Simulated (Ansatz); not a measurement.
**HfB2: how well frozen cores do**

Aim: solve HfB2 at one geometry with all-electron LAPW, PAW with frozen cores and datasets made for this crystal, and see where they agree.

Program: Ansatz 0.2.0. Level of theory: DFT PBE, scalar-relativistic. These are calculated values, not measurements.

### 1 The structure to begin with

It takes space group P6/mmm (No. 191, hexagonal). The conventional cell has a = 3.140 Å, b = 3.140 Å, c = 3.480 Å, α = 90.00°, β = 90.00°, γ = 120.00°. Hf (site symmetry 6/mmm) has 12 B at 2.51 Å as nearest neighbours. B (site symmetry -6m2) is surrounded by 3 B at 1.81 Å and 6 Hf at 2.51 Å.

Coordinates:

```cif
data_structure
_symmetry_space_group_name_H-M 'P 1'
_symmetry_Int_Tables_number 1
_cell_length_a 3.1400
_cell_length_b 3.1400
_cell_length_c 3.4800
_cell_angle_alpha 90.000
_cell_angle_beta 90.000
_cell_angle_gamma 120.000
_cell_volume 29.71
loop_
_atom_site_label
_atom_site_type_symbol
_atom_site_fract_x
_atom_site_fract_y
_atom_site_fract_z
_atom_site_occupancy
Hf1 Hf 0.00000 0.00000 0.00000 1
B1 B 0.33333 0.66667 0.50000 1
B2 B 0.66667 0.33333 0.50000 1
```

The cell is a deposited one (Crystallography Open Database entry 1510711); the temperature and pressure of the measurement aren't taken into account, and nothing was relaxed.

Atoms are numbered in the order of the input: Hf1, B2, B3.

### 2 All-electron LAPW

input.yaml reads:

```yaml
crystal:
  lattice:
    - [3.1400001005, 0.0, 0.0]
    - [-1.5700000503, 2.7193198549, 0.0]
    - [0.0, 0.0, 3.48]
  atoms:
    - { symbol: Hf, position: [0.0, 0.0, 0.0] }
    - { symbol: B, position: [0.3333333333, 0.6666666667, 0.5] }
    - { symbol: B, position: [0.6666666667, 0.3333333333, 0.5] }
kpoints:
  mp_grid: { grid: [13, 13, 11] }
  band_path:
    path:
      - [0.0, 0.0, 0.0]
      - [0.5, 0.0, 0.0]
      - [0.3333333333, 0.3333333333, 0.0]
      - [0.0, 0.0, 0.0]
      - [0.0, 0.0, 0.5]
      - [0.5, 0.0, 0.5]
      - [0.3333333333, 0.3333333333, 0.5]
      - [0.0, 0.0, 0.5]
      - [0.5, 0.0, 0.5]
    npoints: 14
scf:
  occupations: { method: fermi_dirac, width: 0.05 }
hamiltonian:
  xc: pbe
  pseudopotentials: { kind: all_electron, lapw: { basis_error: 0.0005 } }
output:
  forces: true
  stress: true
  eigenvalues: true
  populations: true
  dos: { projected: true, de: 0.2, e_range: [-14, 8] }
```

The run is started by

```console
> ansatz run input.yaml --threads 1 --pin off --max-ram 6144MiB --backend cpu --events-out ev --progress --plain --runs-dir out
```

Log:

```text
Hf: projections on atomic orbitals take those of the free atom 1s2 2s2 2p6 3s2 3p6 3d10 4s2 4p6 4d10 4f14 5s2 5p6 5d2 6s2, of charge +0.00 (hamiltonian.pseudopotentials.projection_atoms)
B: projections on atomic orbitals take those of the free atom 1s2 2s2 2p1, of charge +0.00 (hamiltonian.pseudopotentials.projection_atoms)
LAPW: plane waves up to 9.092 Å⁻¹, error target 5.0e-4 eV per atom; small_component_spin mean_spin; B in spheres of 0.906 Å, 5 of its electrons in bands, Dirac shells []; Hf in spheres of 1.388 Å, 42 of its electrons in bands, Dirac shells []
Engine: ansatz 0.2.0
Pseudopotentials: kind: all_electron
Pseudopotential: Hf, LAPW, valence charge 42, Koelling and Harmon's equation, gaussian nucleus
Pseudopotential: B, LAPW, valence charge 5, Koelling and Harmon's equation, gaussian nucleus
Functional definition: PBE
  parameter kappa = 0.804
  parameter beta = 0.06672455060314922
  exchange = pbe_x(kappa = kappa, mu = beta*pi^2/3)
  correlation = pbe_c(beta = beta)
Crystal: 3 atoms, lattice volume = 29.715 Å³
Basis set: ecut = 314.925970646662 eV, 389 PW (Γ), exchange–correlation at level 2
Bands: 32, of which v1, the nominal top of the filled ones, is band 26 counted from 1 (25 counted from 0)
Symmetry: 24 space group operations
Space group: P6/mmm (ITA 191), of the structure as read, at distance tolerance 3.1e-5 Å
k-points: 126 of 1859
Non-local potential: Hf, projectors of the file, none
Non-local potential: B, projectors of the file, none
Initial density: superposition of atomic densities (chi_scale 0.1, normalization cell, long waves kept (reshape's long-wave potential 0.00 eV rms))
Initial wavefunctions: plane waves of lowest kinetic energy (no species holds an atomic orbital)
Functional: x = pbe(κ = 0.804, μ = 0.2195149727645171), c = pbe(β = 0.06672455060314922)
iter 1 solved again at ethr=6.21e-3 eV; its pass at ethr=1.00e-1 eV (dr2=3.23e0 eV) is discarded
SCF iter   1: F=—  HF=-411606.959762 eV  |F-HF|=—  |Δ(HF+E_count)|=         —  Δρ=7.57e-2  dr2=3.23e0  ethr=6.21e-3  ⟨swp⟩=2.0  Hψ=25001  notcnv=0
preconditioner: auto → Kerker (q_TF=auto, 2.995 Å⁻¹)  [metal: Δε(μ)=0.047 eV  Ē_g=17.595 eV  σ=0.050 eV  W_gap=0.23  n_scr=20 (ndim 8)  ℏωp=37.3 eV  f_vac=0.000  D(μ)=0.41/eV (n_scr^D=0)]
SCF iter   2: F=—  HF=-411605.949086 eV  |F-HF|=—  |Δ(HF+E_count)|=    1.01e0  Δρ=3.94e-2  dr2=8.90e-1  ethr=6.21e-3  ⟨swp⟩=2.4  Hψ=11561  notcnv=0
SCF iter   3: F=—  HF=-411605.792682 eV  |F-HF|=—  |Δ(HF+E_count)|=   1.56e-1  Δρ=2.31e-2  dr2=3.22e-1  ethr=1.71e-3  ⟨swp⟩=2.0  Hψ=11572  notcnv=0
SCF iter   4: F=—  HF=-411605.660784 eV  |F-HF|=—  |Δ(HF+E_count)|=   1.32e-1  Δρ=1.12e-2  dr2=7.33e-2  ethr=6.18e-4  ⟨swp⟩=2.0  Hψ=12185  notcnv=0
iter 5 solved again at ethr=6.85e-6 eV; its pass at ethr=1.41e-4 eV (dr2=3.56e-3 eV) is discarded
SCF iter   5: F=—  HF=-411605.649286 eV  |F-HF|=—  |Δ(HF+E_count)|=         —  Δρ=2.71e-3  dr2=3.56e-3  ethr=6.85e-6  ⟨swp⟩=2.0  Hψ=20202  notcnv=0
the basis was enlarged: its passes take 389.1 KiB over the memory plan, 1 of 1 planned eigensolver slots
SCF iter   6: F=—  HF=-411605.649205 eV  |F-HF|=—  |Δ(HF+E_count)|=   8.16e-5  Δρ=1.04e-3  dr2=4.20e-4  ethr=6.84e-6  ⟨swp⟩=2.0  Hψ=11480  notcnv=0
SCF iter   7: F=—  HF=-411605.649181 eV  |F-HF|=—  |Δ(HF+E_count)|=   2.36e-5  Δρ=1.82e-4  dr2=1.02e-5  ethr=8.07e-7  ⟨swp⟩=2.0  Hψ=11480  notcnv=0
SCF iter   8: F=—  HF=-411605.649180 eV  |F-HF|=—  |Δ(HF+E_count)|=   1.48e-6  Δρ=5.59e-5  dr2=6.51e-7  ethr=1.96e-8  ⟨swp⟩=3.0  Hψ=11653  notcnv=0
SCF iter   9: F=-411605.649180 eV  HF=-411605.649180 eV  |F-HF|=2.91e-10  |Δ(HF+E_count)|=   1.08e-7  Δρ=1.18e-5  dr2=3.43e-8  ethr=1.25e-9  ⟨swp⟩=2.2  Hψ=11507  notcnv=0
SCF 1 converged in 9 iterations: F = -411605.649180 eV  dr2 = 3.43e-8
NSCF: frozen V_eff on 113 k-points
SCF converged after 9 iterations
Free energy (F): -411605.649180 eV
Harris-Foulkes:  -411605.649180 eV  (|F-HF|=2.91e-10)
Internal energy: -411605.647551 eV  (E = F + TS)
E sigma→0 (E₀):  -411605.648365 eV
Entropy (-TS):   -0.001628 eV (-0.543 meV/atom)
Fermi energy:    20.995778 eV
--- Per-component energies (eV) ---
  E_band       = -4387.129745
  E_kinetic    = 457827.900497
  E_xc         = -8640.442935
  E_electrostatic = -860793.105114  (all electrons and nuclei)
  E_smearing   = -0.001628  (= −TS)
  E_closure    = 0.000000  (closes the sum)
  E_atoms      = -411581.895154  (free atoms, spherical and without spin; not in F)
  Σ components = -411605.649180   (vs F -411605.649180, Δ=0.00e0)
  Basis errors (estimates in eV, not in F): energy 2.1e-4 per atom: plane waves 1.9e-4 (1.0e-4 summed), levels above the bands 1.9e-46, relativity 1.7e-8, radial functions 2.3e-5, core shells 7.1e-8; eigenvalues (radial functions only) 1.5e-6; not estimated: angular momenta, meshes, grids; target (lapw.basis_error) 5.0e-4; muffin-tin radii B 0.906 Å, Hf 1.388 Å
--- Forces (eV/Å), atoms counted from 1 ---
  atom   1  Hf     0.00000000     0.00000000     0.00000000
  atom   2  B     -0.00000000     0.00000000     0.00000000
  atom   3  B      0.00000000    -0.00000000     0.00000000
  max |Σ_I F_I| component: 3.70e-17 eV/Å
--- Stress (GPa, compression-positive) ---
        1.402163      -0.000000      -0.000000
       -0.000000       1.402163      -0.000000
       -0.000000      -0.000000       1.480598
  P = ⅓ Tr σ = 1.4283 GPa (14.283 kbar)
--- Band table (eV; the first three rows and the last of 126) ---
  k-point 0: bands = ["-352.4553", "-352.4285", "-352.4285", "-180.3108", "-180.3062", "-180.3062", "-180.2835", "-180.2835", "-152.6537", "-152.6431", "-40.8876", "-9.7517", "-9.2716", "-9.2716", "7.1510", "9.1411", "9.1580", "9.1733", "9.1733", "9.1760", "9.1760", "9.2677", "17.8881", "17.9847", "17.9847", "18.1595", "24.9061", "24.9061", "25.5304", "25.5304", "25.9138", "25.9138"]
  k-point 1: bands = ["-352.4553", "-352.4285", "-352.4285", "-180.3108", "-180.3062", "-180.3062", "-180.2835", "-180.2835", "-152.6537", "-152.6431", "-40.8870", "-9.7742", "-9.2699", "-9.2699", "7.2815", "9.1398", "9.1580", "9.1743", "9.1743", "9.1750", "9.1750", "9.2677", "16.8525", "18.0699", "18.0699", "19.1492", "23.9895", "23.9895", "25.2491", "25.2491", "25.9495", "27.0327"]
  k-point 2: bands = ["-352.4553", "-352.4285", "-352.4285", "-180.3108", "-180.3062", "-180.3062", "-180.2835", "-180.2835", "-152.6537", "-152.6431", "-40.8855", "-9.8339", "-9.2656", "-9.2656", "7.6567", "9.1371", "9.1579", "9.1697", "9.1697", "9.1795", "9.1795", "9.2678", "15.6594", "18.3207", "18.3207", "20.2381", "22.9288", "22.9288", "24.5252", "24.5252", "25.9667", "28.5040"]
  k-point 125: bands = ["-352.4553", "-352.4285", "-352.4285", "-180.3108", "-180.3062", "-180.3062", "-180.2835", "-180.2835", "-152.6489", "-152.6479", "-40.8266", "-9.8270", "-9.8152", "-9.7047", "9.1469", "9.1550", "9.1668", "9.1714", "9.1724", "9.1881", "9.2410", "11.4468", "12.2080", "15.3597", "17.6711", "17.7098", "25.3998", "26.3706", "27.4452", "27.5707", "28.3149", "28.3687"]
--- Löwdin populations: 3 sites ---
  site symbol       q [e]
     0     Hf     71.3206
     1      B      5.3271
     2      B      5.3271
  spilling = 0.000306 (of n_electrons = 82.000000)
```

Run time: 27 s. Hardware: 1 thread of Intel Xeon 6975P-C (Granite Rapids), shared host; peak memory 0.61 GiB.

Result: pressure 1.43 GPa; no gap.

At the corners of the path (eV, zero at the Fermi level):

```
point  band 23  band 24  band 25  band 26  band 27  band 28  band 29
    Γ    -3.11    -3.01    -3.01    -2.84     3.91     3.91     4.53
    M    -9.08    -4.23    -3.49    -2.97     2.06     2.61     5.45
    K    -8.35    -7.84    -2.68    -2.68     1.64     1.64     3.35
    Γ    -3.11    -3.01    -3.01    -2.84     3.91     3.91     4.53
    A    -8.46    -1.25    -1.25     0.21     0.21     0.88     0.88
    L    -7.56    -5.08    -4.81    -2.78     3.94     4.05     6.13
    H    -9.20    -5.60    -3.27    -3.27     4.36     5.32     6.81
    A    -8.46    -1.25    -1.25     0.21     0.21     0.88     0.88
    L    -7.56    -5.08    -4.81    -2.78     3.94     4.05     6.13
```

States per cell in windows of 1 eV (zero at the Fermi level; grid of 0.20 eV, so sharp peaks spill over the borders):

| from | to | total | Hf 5d | B 2p | B 2s |
| --- | --- | --- | --- | --- | --- |
| -10 | -9 | 0.41 | 0.09 | 0.14 | 0.14 |
| -9 | -8 | 0.49 | 0.09 | 0.22 | 0.15 |
| -8 | -7 | 0.65 | 0.12 | 0.34 | 0.15 |
| -7 | -6 | 0.71 | 0.14 | 0.42 | 0.09 |
| -6 | -5 | 0.96 | 0.19 | 0.65 | 0.06 |
| -5 | -4 | 1.25 | 0.32 | 0.83 | 0.05 |
| -4 | -3 | 1.81 | 0.55 | 1.16 | 0.03 |
| -3 | -2 | 1.23 | 0.61 | 0.58 | 0.01 |
| -2 | -1 | 0.68 | 0.47 | 0.20 | 0.00 |
| -1 | 0 | 0.21 | 0.15 | 0.05 | 0.00 |
| 0 | 1 | 0.40 | 0.27 | 0.12 | 0.00 |
| 1 | 2 | 1.00 | 0.60 | 0.32 | 0.04 |
| 2 | 3 | 1.05 | 0.70 | 0.25 | 0.05 |
| 3 | 4 | 1.30 | 0.88 | 0.27 | 0.08 |
| 4 | 5 | 1.68 | 1.07 | 0.34 | 0.14 |

### 3 PAW with frozen cores

input.yaml, as its differences from that of step 2:

```diff
@@ -27,3 +27,3 @@
   xc: pbe
-  pseudopotentials: { kind: all_electron, lapw: { basis_error: 0.0005 } }
+  pseudopotentials: { kind: paw }
 output:
@@ -32,3 +32,9 @@
   eigenvalues: true
+  efg: { contact_densities: true }
   populations: true
+  bader: true
   dos: { projected: true, de: 0.2, e_range: [-14, 8] }
+  write_density: true
+  write_potential: true
+  elf: true
+  volumetric_format: npy
```

The run is started by

```console
> ansatz run input.yaml --threads 1 --pin off --max-ram 6144MiB --backend cpu --events-out ev --progress --plain --runs-dir out
```

Log:

```text
Hf: output.efg is read without spin–orbit coupling, which moves field gradients at and beside such atoms by some per cent and up to a factor of two; PAW files take it under magnetization.noncollinear and magnetization.spin_orbit
[... 1 set-up line as earlier in the session ...]
Pseudopotentials: kind: paw
Pseudopotential: Hf, paw, valence charge 26, recommended cutoff 420 eV (normal)
Pseudopotential: B, paw, valence charge 3, recommended cutoff 420 eV (normal)
[... 5 set-up lines as earlier in the session ...]
Crystal: 3 atoms, lattice volume = 29.715 Å³
Basis set: ecut = 420 eV, 563 PW (Γ), exchange–correlation on 48×48×48 points (8 copies of the dense FFT grid, shifted against one another)
Bands: 20, of which v1, the nominal top of the filled ones, is band 16 counted from 1 (15 counted from 0)
[... 2 set-up lines as earlier in the session ...]
k-points: 126 of 1859
Non-local potential: Hf, projectors of the file, l = 0: 3, l = 1: 2, l = 2: 2, l = 3: 3
Non-local potential: B, projectors of the file, l = 0: 2, l = 1: 2, l = 2: 1
PAW form: soft (Blöchl's): semilocal exchange-correlation on the pseudo side does not see the compensation charge
PAW one-centre angular grid: Hf, 590 points (default); XC on 64 Gauss nodes
PAW one-centre angular grid: B, 110 points (default); XC on 64 Gauss nodes
Initial density: superposition of atomic densities (neutral atoms: chi_scale 0, normalization atom), corrected by the library's trained network
Initial wavefunctions: pseudopotential atomic-orbital guess
[... 1 set-up line as earlier in the session ...]
SCF iter   1: F=—  HF=-16036.216353 eV  |F-HF|=—  |Δ(HF+E_count)|=         —  Δρ=1.73e-3  dr2=1.29e-3  ethr=1.77e-3  ⟨swp⟩=4.0  Hψ=9827  notcnv=0
preconditioner: auto → none  [metal: Δε(μ)=0.106 eV  Ē_g=17.455 eV  σ=0.050 eV  W_gap=0.48  n_scr=8 (ndim 8)  ℏωp=37.3 eV  f_vac=0.000  D(μ)=0.18/eV (n_scr^D=0)  sad-step TF]
SCF iter   2: F=—  HF=-16036.216062 eV  |F-HF|=—  |Δ(HF+E_count)|=   2.92e-4  Δρ=9.99e-4  dr2=5.26e-4  ethr=4.02e-6  ⟨swp⟩=2.0  Hψ=4393  notcnv=0
SCF iter   3: F=—  HF=-16036.215983 eV  |F-HF|=—  |Δ(HF+E_count)|=   7.89e-5  Δρ=6.23e-4  dr2=1.90e-4  ethr=1.65e-6  ⟨swp⟩=2.0  Hψ=4158  notcnv=0
SCF iter   4: F=—  HF=-16036.215881 eV  |F-HF|=—  |Δ(HF+E_count)|=   1.01e-4  Δρ=6.93e-5  dr2=1.63e-6  ethr=5.95e-7  ⟨swp⟩=2.0  Hψ=4532  notcnv=0
SCF iter   5: F=—  HF=-16036.215899 eV  |F-HF|=—  |Δ(HF+E_count)|=   1.74e-5  Δρ=1.68e-5  dr2=5.22e-8  ethr=5.08e-9  ⟨swp⟩=2.0  Hψ=4049  notcnv=0
SCF iter   6: F=-16036.215899 eV  HF=-16036.215899 eV  |F-HF|=5.61e-9  |Δ(HF+E_count)|=   9.88e-9  Δρ=4.42e-6  dr2=7.28e-9  ethr=1.63e-10  ⟨swp⟩=5.5  Hψ=15630  notcnv=0
SCF 1 converged in 6 iterations: F = -16036.215899 eV  dr2 = 7.28e-9
NSCF: frozen V_eff on 113 k-points
SCF converged after 6 iterations
Free energy (F): -16036.215899 eV
Harris-Foulkes:  -16036.215899 eV  (|F-HF|=5.61e-9)
Internal energy: -16036.214269 eV  (E = F + TS)
E sigma→0 (E₀):  -16036.215084 eV
Entropy (-TS):   -0.001630 eV (-0.543 meV/atom)
Fermi energy:    20.605049 eV
--- Per-component energies (eV) ---
  E_band       = 128.607835
  E_kinetic    = 525.978650
  E_local      = -5276.235648  (includes V_loc(G=0)·N_el)
  E_nonlocal   = -1221.812872
  E_hartree    = 2515.338488
  E_xc         = -367.037040
  E_vxc        = -346.333769  (∫ρ·V_xc dr)
  E_paw        = -7085.443373  (= ΣΔE_a)
  E_vpaw       = 1416.328950  (= ΣTr[D̂ρ^β])
  E_aug_tail   = -0.000008  (compensation charges beyond the density's cutoff)
  E_ewald      = -5127.002467
  E_smearing   = -0.001630  (= −TS)
  E_closure    = -0.000000  (closes the sum)
  Σ components = -16036.215899   (vs F -16036.215899, Δ=0.00e0)
--- Forces (eV/Å), atoms counted from 1 ---
  atom   1  Hf    -0.00000000    -0.00000000     0.00000000
  atom   2  B     -0.00000000     0.00000000    -0.00000000
  atom   3  B      0.00000000    -0.00000000     0.00000000
  max |Σ_I F_I| component: 3.70e-17 eV/Å
--- Stress (GPa, compression-positive) ---
        1.345056      -0.000000      -0.000000
       -0.000000       1.345056      -0.000000
       -0.000000      -0.000000       1.338655
  P = ⅓ Tr σ = 1.3429 GPa (13.429 kbar)
--- PAW observables at the nuclei: V_zz in 10²¹ V/m², potentials from the cell's mean, atoms counted from 1 ---
  atom   1  Hf V_zz =   +10.532942   η = 0.0000   by run symmetry: allowed
            electrostatic potential = -14184.326683 V   contact ρ = 7528548.647394 e/Å³
  atom   2  B  V_zz =    +0.041906   η = 0.0000   by run symmetry: allowed
            electrostatic potential = -336.173627 V   contact ρ = 485.968159 e/Å³
  atom   3  B  V_zz =    +0.041906   η = 0.0000   by run symmetry: allowed
            electrostatic potential = -336.173627 V   contact ρ = 485.968159 e/Å³
--- Band table (eV; the first three rows and the last of 126) ---
  k-point 0: bands = ["-41.2748", "-10.1439", "-9.6599", "-9.6599", "6.7600", "8.7499", "8.7706", "8.7825", "8.7825", "8.7862", "8.7862", "8.8804", "17.4986", "17.5978", "17.5978", "17.7690", "24.5140", "24.5140", "25.1424", "25.1424"]
  k-point 1: bands = ["-41.2742", "-10.1664", "-9.6583", "-9.6583", "6.8906", "8.7486", "8.7705", "8.7842", "8.7842", "8.7845", "8.7845", "8.8804", "16.4631", "17.6828", "17.6828", "18.7584", "23.5981", "23.5981", "24.8608", "24.8608"]
  k-point 2: bands = ["-41.2727", "-10.2262", "-9.6539", "-9.6539", "7.2659", "8.7459", "8.7705", "8.7799", "8.7799", "8.7887", "8.7887", "8.8805", "15.2703", "17.9333", "17.9333", "19.8467", "22.5382", "22.5382", "24.1365", "24.1365"]
  k-point 125: bands = ["-41.2138", "-10.2192", "-10.2036", "-10.0931", "8.7570", "8.7648", "8.7759", "8.7807", "8.7816", "8.8006", "8.8537", "11.0569", "11.8181", "14.9717", "17.2827", "17.3212", "25.0087", "25.9793", "27.0519", "27.1802"]
--- Löwdin populations: 3 sites ---
  site symbol       q [e]
     0     Hf     25.3039
     1      B      3.3339
     2      B      3.3339
  spilling = 0.000883 (of n_electrons = 32.000000)
--- Bader charges: 3 sites ---
  site symbol  charge [e]  shift [e]
     0     Hf      1.5996     0.0010
     1      B     -0.7998     0.0005
     2      B     -0.7998     0.0005
  estimated error of the sums over rays = 4.1e-4 e
```

Wall time 15 s (1 thread of Intel Xeon 6975P-C (Granite Rapids), shared host); peak memory 0.47 GiB.

Read from it: pressure 1.34 GPa; no gap; Vzz Hf1 10.53 (η = 0.00), B2 0.04 (η = 0.00) (10²¹ V/m²).

```csv
atom,Bader charge (e),basin volume (Å³)
Hf1,+1.60,11.77
B2,-0.80,8.97
```

Density in a lattice plane of the grid's cell (edges 3.14 and 3.14 Å, at 0.500 of the third edge), which holds B.

Ten even steps from ' ' (0.16 e/Å³) to '@' (0.80 e/Å³):
```
        ..::--==**##%%@@@@%%##++==--::..        
    ....::--==**##%%@@@@@@%%**++==::....        
  ....::--==**##%%@@@@@@@@%%**++--::......      
..::::--==**##%%%%%%%%%%%%##**++--::::..........
::--==++**##%%##++==++##%%##**++==--::::::..::::
====++##%%##**==::::++##%%##**++====------------
++**##%%%%##++--::--**%%@@%%##**++++==========++
##%%%%@@@@##++====**%%@@@@%%####****************
%%@@@@@@@@%%****##@@@@@@@@%%%%%%############%%%%
@@@@@@@@%%%%%%%%%%@@@@@@@@@@@@@@%%%%%%%%%%@@@@@@
%%%%%%############%%%%%%@@@@@@@@##****%%@@@@@@@@
##****************####%%@@@@%%**====++##@@@@%%%%
++++==========++++**##%%@@%%**--::--++##%%%%##**
==------------====++**##%%##++::::==**##%%##++==
::::::..::::::--==++**##%%##++==++##%%##**++==--
............::::--++**##%%%%%%%%%%%%##**==--::::
        ......::--++**%%@@@@@@@@%%##**==--::....
          ....::==++**%%@@@@@@%%##**==--::....  
          ..::--==++##%%@@@@%%##**==--::..      
        ....::--++**##%%@@%%##**++--::....      
```
Columns run along the first of these edges and rows up along the second, over one cell in 24 and 20 even steps from the bottom left corner. Atoms in the plane (fractional): B at (0.33, 0.67), B at (0.67, 0.33).

ELF in the same plane.

Ten even steps from '0' (0.01) to '9' (0.86):
```
222345678999998876543222
233456677888887765543222
344566666555666665543333
455665543223456665544334
666764210001246766655455
777753100001367777665566
888742000013678887666677
998742000136899987666788
998742112468999876556789
998753235789998753235789
998765567899986421124789
988766678999863100024789
877666678887631000024788
766556677776310000135777
655455666764210001246766
443344556665432234556655
333334556666655566666544
222234556778888877665433
222234567889999987654322
122234678999999987643222
```
Columns run along the first of these edges and rows up along the second, over one cell in 24 and 20 even steps from the bottom left corner. Atoms in the plane (fractional): B at (0.33, 0.67), B at (0.67, 0.33).

Both are smooth fields of the valence electrons: close to the nuclei they are not physical.

Maxima of ELF outside the ion cores: 0.86 on the B–B line, 0.9 Å from B.

(Part 1 of 2 ends here.)
